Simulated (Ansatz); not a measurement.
Runs of Ansatz 0.2.0 on TePt. It takes space group R-3m (No. 166, trigonal). Conventional cell: a = 3.963 Å, b = 3.963 Å, c = 19.983 Å, α = 90.00°, β = 90.00°, γ = 120.00°. Pt (site symmetry 3m) has 3 Te at 2.59 Å and 3 Pt at 2.72 Å as nearest neighbours. Around Te (site symmetry 3m) lie 3 Pt at 2.59 Å. 

```csv
potentials or basis,cutoff (eV),basis error allowed,pressure (GPa),largest force (eV/Å)
"all-electron LAPW, non-relativistic",287,0.002 eV/atom,11.6,(a)
"all-electron LAPW, inner shells corrected to Dirac's equation",288,0.002 eV/atom,-0.3,0.19
"all-electron LAPW, scalar-relativistic",288,0.002 eV/atom,-0.3,0.19
all-electron PAW datasets made for the crystal,260,-,-0.3,0.19
```

Alike in all rows: task band structure; level PBEsol; no spin polarisation; cell as given; k mesh 8 × 8 × 8; smearing fermi-dirac 0.05 eV.

Fill in the values left out.

(a) 1.35.

Caveats: relativity is left out, which matters for the heavier elements (some runs); forces of over 1 eV/Å show positions far from the minimum, so gaps and moduli don't describe the material at rest (some runs).

The runs don't all hold the same shells in valence.
